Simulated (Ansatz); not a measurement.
System: BaO (rock salt type), 2 atoms in the cell.

All numbers below come from PBE, all-electron LAPW, point nucleus (Ansatz 0.2.0 development build).

k-mesh 8×8×8 Γ-centred; Fermi–Dirac smearing of 0.1 eV; no spin polarisation; no spin–orbit coupling.

```
Ba O
1.0
     0.00000    2.79500    2.79500
     2.79500    0.00000    2.79500
     2.79500    2.79500    0.00000
Ba O
1 1
Direct
  0.00000 0.00000 0.00000
  0.50000 0.50000 0.50000
```

Q: Would the cell expand or shrink if it were free to relax?

A: The pressure is -0.59 GPa, so at these settings the cell is stretched and would shrink.
